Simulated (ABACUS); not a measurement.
# SnTe (Fm-3m) in ABACUS: a series of runs, part 2 of 2

ABACUS 3.10.1.

## Step 3: Single point, HSE-type (share 0.25, screening 0.11/bohr)

The input, INPUT:

```
INPUT_PARAMETERS
suffix              SnTe
calculation         scf
basis_type          lcao
pseudo_dir          ./
orbital_dir         ./
symmetry            1
dft_functional      hse
ecutwfc             100
pseudo_rcut         7
nspin               1
nbands              19
ks_solver           genelpa
smearing_method     fd
smearing_sigma      0.00367493
scf_thr             1e-07
scf_nmax            100
mixing_type         broyden
mixing_beta         0.7
exx_hybrid_alpha    0.25
exx_hse_omega       0.11
exx_separate_loop   1
scf_ene_thr         1e-05
exx_pca_threshold   0.001
out_mul             1
```

The input, STRU:

```
ATOMIC_SPECIES
Te 127.6000 Te_ONCV_PBE-1.2.upf
Sn 118.7100 Sn_ONCV_PBE-1.2.upf

NUMERICAL_ORBITAL
Te_confined-atom_8au_2s2p2d.orb
Sn_confined-atom_8au_2s2p2d.orb

LATTICE_CONSTANT
1.8897261246

LATTICE_VECTORS
0.0000000000 3.1508500000 3.1508500000
3.1508500000 0.0000000000 3.1508500000
3.1508500000 3.1508500000 0.0000000000

ATOMIC_POSITIONS
Direct

Te
0.0
1
0.5000000000 0.5000000000 0.5000000000 1 1 1

Sn
0.0
1
0.0000000000 0.0000000000 0.0000000000 1 1 1
```

The input, KPT:

```
K_POINTS
0
Gamma
3 3 3 0 0 0
```

Potentials or basis: SG15 ONCV 1.2 PBE, DZP LCAO (the cutoffs set its grid).

Run with:

```sh
$ OMP_NUM_THREADS=8 abacus > log
```

running log:

```text
ABACUS v3.10.1

               Atomic-orbital Based Ab-initio Computation at UStc

 ------------------------------------------------------------------------------------

 READING GENERAL INFORMATION
                           global_out_dir = OUT.SnTe/
                           global_in_card = INPUT
                               pseudo_dir = ./
                              orbital_dir = ./
                                    DSIZE = 1
                                    GSIZE = 1

 READING UNITCELL INFORMATION
                                    ntype = 2
                  lattice constant (Bohr) = 1.88973
              lattice constant (Angstrom) = 1

 READING ATOM TYPE 1
                               atom label = Te
                      L=0, number of zeta = 2
                      L=1, number of zeta = 2
                      L=2, number of zeta = 2
             number of atom for this type = 1

 READING ATOM TYPE 2
                               atom label = Sn
                      L=0, number of zeta = 2
                      L=1, number of zeta = 2
                      L=2, number of zeta = 2
             number of atom for this type = 1

                        TOTAL ATOM NUMBER = 2
DIRECT COORDINATES
    atom                   x                   y                   z     mag                  vx                  vy                  vz
taud_Te1            0.5000000000        0.5000000000        0.5000000000  0.0000        0.0000000000        0.0000000000        0.0000000000
taud_Sn1            0.0000000000        0.0000000000        0.0000000000  0.0000        0.0000000000        0.0000000000        0.0000000000

                          Volume (Bohr^3) = 422.192
                             Volume (A^3) = 62.5623

 Lattice vectors: (Cartesian coordinate: in unit of a_0)
                   +0            +3.15085            +3.15085
             +3.15085                  +0            +3.15085
             +3.15085            +3.15085                  +0
 Reciprocal vectors: (Cartesian coordinate: in unit of 2 pi/a_0)
            -0.158687           +0.158687           +0.158687
            +0.158687           -0.158687           +0.158687
            +0.158687           +0.158687           -0.158687
 The esolver type has been set to : ksdft_lcao

                PAO radial cut off (Bohr) = 7

 Read in pseudopotential file is Te_ONCV_PBE-1.2.upf
                     pseudopotential type = NC
          exchange-correlation functional = PBE
                 nonlocal core correction = 0
                        valence electrons = 16
                                     lmax = 2
                           number of zeta = 0
                     number of projectors = 6
                           L of projector = 0
                           L of projector = 0
                           L of projector = 1
                           L of projector = 1
                           L of projector = 2
                           L of projector = 2
 XC functional updated to : hse
          exchange-correlation functional = HSE
                PAO radial cut off (Bohr) = 7

 Read in pseudopotential file is Sn_ONCV_PBE-1.2.upf
                     pseudopotential type = NC
          exchange-correlation functional = PBE
                 nonlocal core correction = 0
                        valence electrons = 14
                                     lmax = 2
                           number of zeta = 0
                     number of projectors = 6
                           L of projector = 0
                           L of projector = 0
                           L of projector = 1
                           L of projector = 1
                           L of projector = 2
                           L of projector = 2
 XC functional updated to : hse
          exchange-correlation functional = HSE
     initial pseudo atomic orbital number = 0

 SETUP THE ELECTRONS NUMBER
            electron number of element Te = 16
      total electron number of element Te = 16
            electron number of element Sn = 14
      total electron number of element Sn = 14
            AUTOSET number of electrons:  = 30
                           occupied bands = 15
                                   NLOCAL = 36
[... 59 lines left out ...]
                                  BRAVAIS = FACE CENTERED CUBIC
                       LATTICE CONSTANT A = 6.3017
Original cell was already a primitive cell.
                        ROTATION MATRICES = 48
              PURE POINT GROUP OPERATIONS = 48
                   SPACE GROUP OPERATIONS = 48
                              POINT GROUP = O_h
               POINT GROUP IN SPACE GROUP = O_h

 SETUP K-POINTS
                                    nspin = 1
                   Input type of k points = Monkhorst-Pack(Gamma)
                                   nkstot = 27
                       right hand lattice = 1
(for reciprocal lattice: )
                             BRAVAIS TYPE = 2
                     BRAVAIS LATTICE NAME = 02. Cubic I (body-centered)
                                    ibrav = 2
                       right hand lattice = 1
(for k-lattice: )
                             BRAVAIS TYPE = 2
                     BRAVAIS LATTICE NAME = 02. Cubic I (body-centered)
                                    ibrav = 2
                       right hand lattice = 1
                        ROTATION MATRICES = 48
                               nkstot_ibz = 4
K-POINTS REDUCTION ACCORDING TO SYMMETRY
     IBZ    DIRECT_X    DIRECT_Y    DIRECT_Z  WEIGHT  ibz2bz
       1  0.00000000  0.00000000  0.00000000  0.0370       0
       2  0.33333333  0.33333333  0.33333333  0.2963       1
       3  0.33333333  0.33333333  0.00000000  0.2222       4
       4 -0.33333333  0.33333333  0.33333333  0.4444       5

                               nkstot now = 4
[... K-POINTS DIRECT COORDINATES: 4 rows ...]

           k-point number in this process = 4
       minimum distributed K point number = 4
[... stars of the k points ...]

[... K-POINTS CARTESIAN COORDINATES: 4 rows ...]

[... K-POINTS DIRECT COORDINATES: 4 rows ...]

 SETUP PLANE WAVES FOR WAVE FUNCTIONS
     energy cutoff for wavefunc (unit:Ry) = 100
              fft grid for wave functions = [ 54, 54, 54 ]
                    number of plane waves = 8393
                         number of sticks = 547

 PARALLEL PW FOR WAVE FUNCTIONS
     PROC   COLUMNS(POT)             PW
        1            547           8393
 --------------- sum -------------------
        1            547           8393

 SET NONLOCAL PSEUDOPOTENTIAL PROJECTORS
 SET NONLOCAL PSEUDOPOTENTIAL PROJECTORS
 max number of nonlocal projetors among all species is 6

 Auxiliary basis functions
		Te		5 s		4 p		5 d		3 f		3 g
		Sn		5 s		4 p		5 d		3 f		3 g

 -------------------------------------------
 SELF-CONSISTENT
 -------------------------------------------

 SETUP SEARCHING RADIUS FOR PROGRAM TO SEARCH ADJACENT ATOMS
                  longest orb rcut (Bohr) = 8
   longest nonlocal projector rcut (Bohr) = 3.44
                     search radius (Bohr) = 22.9
              searching radius is (Bohr)) = 22.9
         searching radius unit is (Bohr)) = 1.89
                         PeriodicBoundary = 1
                        Radius(unit:lat0) = 12.1
                                   glayer = [ 5, 5, 5 ]
                             glayer_minus = [ 4, 4, 4 ]

Find the coordinate range of the input atom(unit:lat0).
                                  min_tau = [ -25.2, -25.2, -25.2 ]
                                  max_tau = [ 28.4, 28.4, 28.4 ]
                                BoxNumber = [ 9, 9, 9 ]

 SETUP EXTENDED REAL SPACE GRID FOR GRID INTEGRATION
                          real space grid = [ 54, 54, 54 ]
                 big cell numbers in grid = [ 18, 18, 18 ]
             meshcell numbers in big cell = [ 3, 3, 3 ]
                        extended fft grid = [ 21, 21, 21 ]
                dimension of extened grid = [ 61, 61, 61 ]
                            UnitCellTotal = 125
              Atom number in sub-FFT-grid = 2
    Local orbitals number in sub-FFT-grid = 36
                                ParaV.nnr = 81000
                                 init_chg = atomic

 LCAO ALGORITHM --------------- ION=   1  ELEC=   1--------------------------------
 DeltaE_womix = -4016.97 eV

 Density error is 0.0248166540188
----------------------------------------------------------
     Energy           Rydberg                 eV
----------------------------------------------------------
 E_KohnSham     -295.4557172059      -4019.8812606765
 E_Harris       -295.7048878455      -4023.2714011492
 E_Fermi        0.8344375637         11.3531054920
----------------------------------------------------------
[... 451 lines left out ...]
----------------------------------------------------------
 E_KohnSham     -294.2084129908      -4002.9108162119
 E_KS(sigma->0) -294.2084129904      -4002.9108162061
 E_Harris       -294.2084080409      -4002.9107488652
 E_band         -24.8759252213       -338.4543260310
 E_one_elec     -114.6690699725      -1560.1527359871
 E_Hartree      67.4554329510        917.7782491911
 E_xc           -26.4546338666       -359.9337590889
 E_Ewald        -215.0195876470      -2925.4915736096
 E_entropy(-TS) -0.0000000009        -0.0000000116
 E_descf        0.0000000000         0.0000000000
 E_exx          -5.5205544549        -75.1109967057
 E_Fermi        0.8105569931         11.0281936592
----------------------------------------------------------

 charge density convergence is achieved
 final etot is -4002.9108162 eV
 EFERMI = 11.028193659 eV

 STATE ENERGY(eV) AND OCCUPATIONS    NSPIN == 1
 1/4 kpoint (Cartesian) = 0.0000 0.0000 0.0000 (7119 pws)
       1       -26.7777      0.0740741
       2       -26.7777      0.0740741
       3       -26.7630      0.0740741
       4       -26.7630      0.0740741
       5       -26.7630      0.0740741
       6       -11.7597      0.0740741
[... 62 lines left out ...]
       6       -11.7799       0.888889
[... 11 lines left out ...]
      18        16.4974    2.77917e-48
      19        17.2984    3.06690e-55

 --------------------------------------------
 !FINAL_ETOT_IS -4002.910816211934 eV
 --------------------------------------------
```

It took 89 s on 8 threads of AMD EPYC 9R45 (Zen 5), shared host; peak memory 3.7 GiB.

What came out:

* Free energy: -4002.9108 eV
* Mulliken charges: Te -0.10; Sn +0.10 e

Caveat: the k mesh is coarse (spacing up to 0.58 Å⁻¹), so the values aren't converged, least of all with exact exchange; the atomic orbitals were generated for these runs and aren't a published set; gaps of hybrids in this basis differ from plane-wave ones by up to 0.1 eV; Mulliken charges move with the basis; this odd mesh misses L, where the gap lies, so gap, dielectric constants and Born charges aren't listed; the basis of atomic orbitals isn't converged, which shifts pressures, moduli and gaps. Spin-orbit coupling is left out, which matters for the levels of Te.

## Step 4: Single point, HSE-type (share 0.4, screening 0.11/bohr)

Edit INPUT of step 3 so:

```diff
@@ -19,3 +19,3 @@
 mixing_beta         0.7
-exx_hybrid_alpha    0.25
+exx_hybrid_alpha    0.4
 exx_hse_omega       0.11
@@ -25 +25,4 @@
 out_mul             1
+out_chg             1
+out_pot             2
+out_elf             1
```

STRU is that of step 3.

KPT is that of step 3.

Run with:

```sh
$ OMP_NUM_THREADS=8 abacus > log
```

It took 1.7 min on 8 threads of AMD EPYC 9R45 (Zen 5), shared host; peak memory 3.7 GiB.

The run converged. Its results:

```yaml
Free_energy: -3992.6287 eV
Mulliken_charges: Te -0.13; Sn +0.13 e
```

Levels at points of the mesh, in eV from the Fermi level:
| k point | band 12 | band 13 | band 14 | band 15 | band 16 | band 17 | band 18 | band 19 |
| --- | --- | --- | --- | --- | --- | --- | --- | --- |
| (0.00, 0.00, 0.00) | -5.90 | -3.11 | -3.11 | -3.11 | 3.90 | 3.90 | 3.90 | 5.89 |

Caveat: the k mesh is coarse (spacing up to 0.58 Å⁻¹), so the values aren't converged, least of all with exact exchange; the atomic orbitals were generated for these runs and aren't a published set; gaps of hybrids in this basis differ from plane-wave ones by up to 0.1 eV; Mulliken charges move with the basis; this odd mesh misses L, where the gap lies, so gap, dielectric constants and Born charges aren't listed; the basis of atomic orbitals isn't converged, which shifts pressures, moduli and gaps.
